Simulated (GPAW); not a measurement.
Runs of GPAW 26.7.0 on NiO. The structure is cubic, space group Fm-3m (No. 225). The conventional cell has a = 4.172 Å, b = 4.172 Å, c = 4.172 Å, α = 90.00°, β = 90.00°, γ = 90.00°. Ni (site symmetry m-3m) is surrounded by 6 O at 2.09 Å. O (site symmetry m-3m) is surrounded by 6 Ni at 2.09 Å. 

| task | level | potentials or basis | cell | k mesh | cutoff (eV) | smearing | maxiter | optimizer | fmax | max steps | convergence | other keys | gap on the mesh (eV) | pressure (GPa) | moment (μB) | relaxed volume (Å³/atom) |
| --- | --- | --- | --- | --- | --- | --- | --- | --- | --- | --- | --- | --- | --- | --- | --- | --- |
| hyperfine couplings | PBE | GPAW PAW data sets (gpaw-data 1.2.1), pw | as given | 11 × 11 × 11 | 800 | fermi-dirac 0.05 eV | 150 | - | - | - | - | - | none | (b) | 1.70 | - |
| relaxation of cell and atoms | PBEsol+D4 | PAW data sets generated in the run's folder for this functional, pw | relaxed | 9 × 9 × 9 | 800 | fermi-dirac 0.05 eV | 150 | BFGS | 0.02 eV/Å | 60 | density=1e-05 forces=0.0001 | - | none | -0.1 | 1.06 | 8.77 |
| relaxation of cell and atoms | PBEsol+D3(BJ) | PAW data sets generated in the run's folder for this functional, pw | relaxed | 9 × 9 × 9 | 800 | fermi-dirac 0.05 eV | 150 | BFGS | 0.02 eV/Å | 60 | density=1e-05 forces=0.0001 | - | none | 0.0 | 1.06 | 8.78 |
| band structure | LDA | PAW data sets generated in the run's folder for this functional, pw | as given | 8 × 8 × 8 | 800 | fermi-dirac 0.05 eV | 150 | - | - | - | - | - | - | -15.6 | 0.71 | - |
| phonons | PBEsol+D3 | PAW data sets generated in the run's folder for this functional, pw | atoms relaxed | 11 × 11 × 11 | 780 | fermi-dirac 0.025 eV | 80 | - | - | - | density=1e-06 eigenstates=1e-09 | several, not listed | none | -9.2 | (a) | - |

Alike in all rows: spin collinear, ferromagnetic start.

**Question.** Estimate the missing entries.

**Answer.** (a) 0.62; (b) 9.5.

Caveats: the stock nickel data set gives pressures a few GPa off other programs; a cell with one magnetic atom can't hold antiferromagnetic order, which such compounds often take; semilocal functionals often make such compounds metallic where correlation or magnetic order opens a gap, which also shifts bond lengths; pairwise dispersion overbinds metals, which lowers pressure and volume (some runs); each step starts from the last one's moments, so a moment once lost doesn't come back (some runs); later steps reuse the first step's grids (some runs); the dipolar part lacks the spin inside other atoms' spheres (some runs).

A gap of «none» marks a metal or a gap under the smearing width.
